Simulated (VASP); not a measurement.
# Ba (Cmmm) in VASP: density of states with PBE

Aim: the density of states of Ba with PBE.

All numbers are computed with VASP 6.6.1; they aren't measurements. Logs are shortened: lines on timing, memory, paths and dates and some standing lists are left out, and cuts for length are marked.

## Step 1: Starting point

The structure is orthorhombic, space group Cmmm (No. 65). Conventional cell: a = 3.913 Å, b = 7.306 Å, c = 5.705 Å, α = 90.00°, β = 90.00°, γ = 90.00°. Ba (site symmetry mmm) is surrounded by 6 Ba at 3.91 to 4.14 Å.

This isn't the form of Ba at room conditions, which is bcc.

## Step 2: Density of states, PBE

Contents of POSCAR:

```
Ba
1.0
   -5.7048920000      0.0000000000      0.0000000000
    0.0000000000      0.0000000000      3.9133560000
    0.0000000000      3.6531330000      1.9566780000
Ba
1
Direct
    0.0000000000      0.0000000000      0.0000000000
```

Contents of INCAR.step1:

```
SYSTEM = Ba
ALGO = Normal ; EDIFF = 1E-6
ENCUT = 520 ; GGA = PE
ISIF = 2 ; ISMEAR = -1
LASPH = .True. ; LCHARG = .True.
LREAL = .False. ; LWAVE = .False.
NBANDS = 11 ; NELM = 100
PREC = Accurate ; SIGMA = 0.0116
```

Contents of KPOINTS.step1:

```
k-points
0
Gamma
  6 10 10
  0 0 0
```

Contents of INCAR.step2:

```
SYSTEM = Ba
ALGO = Normal ; EDIFF = 1E-6
ENCUT = 520 ; GGA = PE
ICHARG = 11 ; ISIF = 2
ISMEAR = -5 ; LASPH = .True.
LCHARG = .False. ; LORBIT = 10
LREAL = .False. ; LWAVE = .False.
NEDOS = 2001 ; NELM = 100
PREC = Accurate ; SIGMA = 0.0116
```

Contents of KPOINTS.step2:

```
k-points
0
Gamma
  9 15 15
  0 0 0
```

Potentials or basis: VASP PAW PBE potentials, release 64 (Ba_sv).

Command:

```bash
$ cat potpaw_PBE.64/Ba_sv/POTCAR > POTCAR
$ cp INCAR.step1 INCAR
$ cp KPOINTS.step1 KPOINTS
$ mpirun -np 1 vasp_std > vasp.out
$ cp INCAR.step2 INCAR
$ cp KPOINTS.step2 KPOINTS
$ mpirun -np 1 vasp_std > vasp.out
```

OUTCAR:

```text
SYSTEM = Ba
   EDIFF = 1E-6
   ENCUT = 520
   GGA = PE
   ICHARG = 11
   ISIF = 2
   ISMEAR = -5
   LASPH = .True.
   LORBIT = 10
   LREAL = .False.
   NELM = 100
   PREC = Accurate

 ion  position               nearest neighbor table
   1  0.000  0.000  0.000-

  LATTYP: Found a base centered orthorhombic cell.
 ALAT       =     3.9133560000
 B/A-ratio  =     1.8670077550
 C/A-ratio  =     1.4578004148

  Lattice vectors:

 A1 = (   0.0000000000,  -3.6531330000,   1.9566780000)
 A2 = (   0.0000000000,   3.6531330000,   1.9566780000)
 A3 = (  -5.7048920000,   0.0000000000,   0.0000000000)

Analysis of symmetry for initial positions (statically):
=====================================================================
 Subroutine PRICEL returns:
 Original cell was already a primitive cell.

 Routine SETGRP: Setting up the symmetry group for a
 base centered orthorhombic supercell.

 Subroutine GETGRP returns: Found  8 space group operations
 (whereof  8 operations were pure point group operations)
 out of a pool of  8 trial point group operations.

The static configuration has the point symmetry D_2h.

Analysis of symmetry for dynamics (positions and initial velocities):
=====================================================================
 Subroutine PRICEL returns:
 Original cell was already a primitive cell.

 Routine SETGRP: Setting up the symmetry group for a
 base centered orthorhombic supercell.

 Subroutine GETGRP returns: Found  8 space group operations
 (whereof  8 operations were pure point group operations)
 out of a pool of  8 trial point group operations.

The dynamic configuration has the point symmetry D_2h.

 Subroutine INISYM returns: Found  8 space group operations
 (whereof  8 operations are pure point group operations),
 and found     1 'primitive' translations

----------------------------------------------------------------------------------------

                                     Primitive cell

  volume of cell :      81.5572

  direct lattice vectors                    reciprocal lattice vectors
    -5.704892000  0.000000000  0.000000000    -0.175288156  0.000000000  0.000000000
     0.000000000  0.000000000  3.913356000     0.000000000 -0.136868819  0.255535147
     0.000000000  3.653133000  1.956678000     0.000000000  0.273737638  0.000000000

  length of vectors
     5.704892000  3.913356000  4.144148828     0.175288156  0.289881502  0.273737638

  position of ions in fractional coordinates (direct lattice)
     0.000000000  0.000000000  0.000000000

  ion indices of the primitive-cell ions
   primitive index   ion index
                 1           1

----------------------------------------------------------------------------------------

 KPOINTS: k-points

Automatic generation of k-mesh.
 Grid dimensions read from file:
 generate k-points for:    9   15   15

 Generating k-lattice:

  Cartesian coordinates                     Fractional coordinates (reciprocal lattice)
    -0.019476462  0.000000000  0.000000000     0.111111111  0.000000000  0.000000000
     0.000000000 -0.009124588  0.017035676     0.000000000  0.066666667  0.000000000
     0.000000000  0.018249176  0.000000000     0.000000000  0.000000000  0.066666667

  Length of vectors
     0.019476462  0.019325433  0.018249176

  Shift w.r.t. Gamma in fractional coordinates (k-lattice)
     0.000000000  0.000000000  0.000000000

 TETIRR: Found   4892 inequivalent tetrahedra from    12150

 Subroutine IBZKPT returns following result:
 ===========================================

 Found    320 irreducible k-points:

 Following reciprocal coordinates:
            Coordinates               Weight
  0.000000  0.000000  0.000000      1.000000
  0.111111  0.000000  0.000000      2.000000
  0.222222  0.000000  0.000000      2.000000
  0.333333  0.000000  0.000000      2.000000
  0.444444  0.000000  0.000000      2.000000
  0.000000  0.066667 -0.000000      4.000000
[... 16 lines left out ...]
  0.222222  0.266667 -0.000000      8.000000
  0.333333  0.266667 -0.000000      8.000000
 [... further k-points ...]
   k-points           NKPTS =    320   k-points in BZ     NKDIM =    320   number of bands    NBANDS=      9
   number of dos      NEDOS =   2001   number of ions     NIONS =      1
   total plane-waves  NPLWV =  40320
   dimension x,y,z NGX =    42 NGY =   30 NGZ =   32
   dimension x,y,z NGXF=    84 NGYF=   60 NGZF=   64
   ions per type =               1
   NGX,Y,Z   is equivalent  to a cutoff of  12.24, 12.74, 12.84 a.u.
   NGXF,Y,Z  is equivalent  to a cutoff of  24.48, 25.49, 25.67 a.u.
 SYSTEM =  Ba
   PREC   = accura    normal or accurate (medium, high low for compatibility)
   ISTART =      0    job   : 0-new  1-cont  2-samecut
   ICHARG =     11    charge: 1-file 2-atom 10-const
   ISPIN  =      1    spin polarized calculation?
   LNONCOLLINEAR =      F non collinear calculations
   LSORBIT =      F    spin-orbit coupling
   LASPH  =      T    aspherical Exc in radial PAW
   ENCUT  =  520.0 eV  38.22 Ry    6.18 a.u.  10.61  7.28  7.71*2*pi/ulx,y,z
   NELM   =    100;   NELMIN=  2; NELMDL=  0     # of ELM steps
   EDIFF  = 0.1E-05   stopping-criterion for ELM
   LREAL  =      F    real-space projection
   EDIFFG = 0.1E-04   stopping-criterion for IOM
   NSW    =      0    number of steps for IOM
   IBRION =     -1    ionic relax: 0-MD 1-quasi-New 2-CG
   NFREE  =      0    steps in history (QN), initial steepest desc. (CG)
   ISIF   =      2    stress and relaxation
   ISYM   =      2    0-nonsym 1-usesym 2-fastsym
   POTIM  = 0.5000    time-step for ionic-motion
   TEBEG  =    0.0;   TEEND  =   0.0 temperature during run
   PSTRESS=    0.0 pullay stress
   NELECT =      10.0000    total number of electrons
   NUPDOWN=      -1.0000    fix difference up-down
   EMIN   =  10.00;   EMAX   =-10.00  energy-range for DOS
   EFERMI =   0.00;   METHOD = LEGACY
   ISMEAR =    -5;   SIGMA  =   0.01  broadening in eV -4-tet -1-fermi 0-gaus
   EFERMI_NEDOS =   21; number of points for ismear=-14 and -15
   IALGO  =     38    algorithm
   IMIX   =      4    mixing-type and parameters
     AMIX     =   0.40;   BMIX     =  1.00
     AMIX_MAG =   1.60;   BMIX_MAG =  1.00
  volume/ion in A,a.u.               =      81.56       550.38
  Fermi-wavevector in a.u.,A,eV,Ry     =   0.813306  1.536926  8.999804  0.661467
  Thomas-Fermi vector in A             =   1.923007
   LORBIT       =     10    0 simple, 1 ext, 2 COOP (PROOUT), +10 PAW based schemes
   GGA     = PE    functional components
   LHFCALC =     F    Hartree Fock is set to
   AEXX    =    0.0000 exact exchange contribution
   IVDW    =     0    specifies the selected vdW correction
   LEPSILON=     F    determine dielectric tensor
   LRPA    =     F    only Hartree local field effects (RPA)
 non-spin polarized calculation
 Fermi weights with tetrahedron method with Bloechl corrections
  energy-cutoff  :      520.00
  volume of cell :       81.56
 maximum number of plane-waves:      2214

 number of electron      10.0000000 magnetization

 Free energy of the ion-electron system (eV)
  ---------------------------------------------------
  ext. energy  EPLUGINS =         0.00000000
  ---------------------------------------------------
  free energy    TOTEN  =        -1.31556903 eV

  energy without entropy =       -1.31556903  energy(sigma->0) =       -1.31556903

 E-fermi :   0.7271     XC(G=0):  -6.4426

 val. band max:        0.7534845419   @ k =   0.1111   0.4667   0.2000
 cond. band min:       0.7188810839   @ k =   0.3333   0.0000   0.3333
 fundamental gap:     -0.0346034579
 Fermi energy:         0.7270783529

 k-point     1 :       0.0000    0.0000    0.0000
  band No.  band energies     occupation
      1     -28.4305      2.00000
      2     -13.6734      2.00000
      3     -13.2120      2.00000
      4     -13.1336      2.00000
      5      -1.6270      2.00000
      6       0.7005      1.27788
      7       2.1880      0.00000
      8       3.1461      0.00000
      9       3.8278      0.00000

 k-point     2 :       0.1111    0.0000    0.0000
  band No.  band energies     occupation
      1     -28.4305      2.00000
      2     -13.6757      2.00000
      3     -13.2120      2.00000
      4     -13.1335      2.00000
      5      -1.5714      2.00000
      6       0.6958      1.74924
      7       2.1915      0.00000
      8       3.1495      0.00000
      9       3.6970      0.00000

 k-point     3 :       0.2222    0.0000    0.0000
  band No.  band energies     occupation
      1     -28.4303      2.00000
      2     -13.6818      2.00000
      3     -13.2118      2.00000
      4     -13.1333      2.00000
      5      -1.4196      2.00000
      6       0.6743      2.24020
      7       2.2001      0.00000
      8       3.1581      0.00000
      9       3.3884      0.00000

 k-point     4 :       0.3333    0.0000    0.0000
  band No.  band energies     occupation
      1     -28.4302      2.00000
      2     -13.6886      2.00000
      3     -13.2115      2.00000
      4     -13.1331      2.00000
      5      -1.2212      2.00000
      6       0.6253      2.00145
      7       2.2094      0.00000
      8       3.0777      0.00000
      9       3.1680      0.00000

 k-point     5 :       0.4444    0.0000    0.0000
  band No.  band energies     occupation
      1     -28.4301      2.00000
      2     -13.6931      2.00000
      3     -13.2114      2.00000
      4     -13.1330      2.00000
      5      -1.0697      2.00000
      6       0.5704      2.00000
      7       2.2148      0.00000
      8       2.8930      0.00000
      9       3.1744      0.00000

 k-point     6 :       0.0000    0.0667   -0.0000
  band No.  band energies     occupation
      1     -28.4263      2.00000
      2     -13.6675      2.00000
      3     -13.2262      2.00000
      4     -13.1709      2.00000
      5      -1.5295      2.00000
      6       0.7697     -0.04516
      7       2.2389      0.00000
      8       3.0187      0.00000
      9       3.5274      0.00000
[... 169 lines left out ...]
 k-point    21 :       0.0000    0.2667   -0.0000
  band No.  band energies     occupation
      1     -28.3761      2.00000
      2     -13.6593      2.00000
      3     -13.5971      2.00000
      4     -13.3090      2.00000
      5      -0.4287      2.00000
      6       1.2308      0.00000
      7       2.0674      0.00000
      8       2.1863      0.00000
      9       3.9190      0.00000

 k-point    22 :       0.1111    0.2667   -0.0000
  band No.  band energies     occupation
      1     -28.3760      2.00000
      2     -13.6591      2.00000
      3     -13.5991      2.00000
      4     -13.3089      2.00000
      5      -0.3777      2.00000
      6       1.1873      0.00000
      7       2.0343      0.00000
      8       2.2698      0.00000
      9       3.9363      0.00000

 k-point    23 :       0.2222    0.2667   -0.0000
  band No.  band energies     occupation
      1     -28.3759      2.00000
      2     -13.6586      2.00000
      3     -13.6042      2.00000
      4     -13.3086      2.00000
      5      -0.2350      2.00000
      6       1.0557      0.00000
      7       2.0051      0.00000
      8       2.4752      0.00000
      9       4.1147      0.00000

 k-point    24 :       0.3333    0.2667   -0.0000
  band No.  band energies     occupation
      1     -28.3758      2.00000
      2     -13.6580      2.00000
      3     -13.6099      2.00000
      4     -13.3083      2.00000
      5      -0.0314      2.00000
      6       0.8574     -0.05535
      7       1.9991      0.00000
      8       2.8123      0.00000
      9       3.9457      0.00000

 [... further k-points ...]
[... 5 lines left out ...]
  --------------------------------------------------------------------------------------
  -------------------------------------------------------------------------------------
  Total       -0.8739913      0.5982687      1.3019631      0.0000000      0.0000000      0.0000000
  in kB      -17.1694114     11.7528881     25.5768469      0.0000000      0.0000000      0.0000000
  external PRESSURE =       6.7201078 kB  Pullay stress =       0.0000000 kB

 VOLUME and BASIS-vectors are now :
 -----------------------------------------------------------------------------
  energy-cutoff  :      520.00
  volume of cell :       81.56
      direct lattice vectors                 reciprocal lattice vectors
    -5.704892000  0.000000000  0.000000000    -0.175288156  0.000000000  0.000000000
     0.000000000  0.000000000  3.913356000     0.000000000 -0.136868819  0.255535147
     0.000000000  3.653133000  1.956678000     0.000000000  0.273737638  0.000000000

 POSITION                                       TOTAL-FORCE (eV/Angst)
 -----------------------------------------------------------------------------------
      0.00000      0.00000      0.00000         0.000000      0.000000      0.000000
 -----------------------------------------------------------------------------------
    total drift:                               -0.000000      0.000000      0.000000

  FREE ENERGIE OF THE ION-ELECTRON SYSTEM (eV)
  ---------------------------------------------------
  free  energy   TOTEN  =        -1.3155690316 eV

  energy  without entropy=       -1.3155690316  energy(sigma->0) =       -1.31556903

 total charge

# of ion       s       p       d       tot
------------------------------------------
    1        2.074   5.538   0.322   7.934
```

Run time: 3 min. Hardware: 1 thread of Intel Xeon Platinum 8375C at 2.90GHz (Ice Lake), shared host; peak memory 0.39 GiB.

What came out:

* Valence electrons inside the program's atomic spheres: Ba 7.93

Levels at points of the mesh, in eV from the Fermi level:
```
           k point  band 2  band 3  band 4  band 5  band 6  band 7  band 8  band 9
(0.00, 0.00, 0.00)  -14.40  -13.94  -13.86   -2.35   -0.03    1.46    2.42    3.10
```

States per cell in windows of 1 eV (zero at the Fermi level; states under -8 eV left out):
```csv
from (eV),total,Ba1_d,Ba1_p,Ba1_s
-8.0,0.00,0.00,0.00,0.00
-7.0,0.00,0.00,0.00,0.00
-6.0,0.00,0.00,0.00,0.00
-5.0,0.00,0.00,0.00,0.00
-4.0,0.00,0.00,0.00,0.00
-3.0,0.04,0.00,0.00,0.01
-2.0,0.39,0.01,0.01,0.04
-1.0,1.59,0.31,0.03,0.07
0.0,2.19,0.65,0.05,0.02
1.0,2.84,0.93,0.09,0.03
2.0,2.18,0.88,0.05,0.02
3.0,0.74,0.40,0.00,0.00
4.0,0.00,0.00,0.00,0.00
```

Caveat: tetrahedron occupations give inexact forces and stress in metals. The run has no spin-orbit coupling, so splittings on Ba are missing.
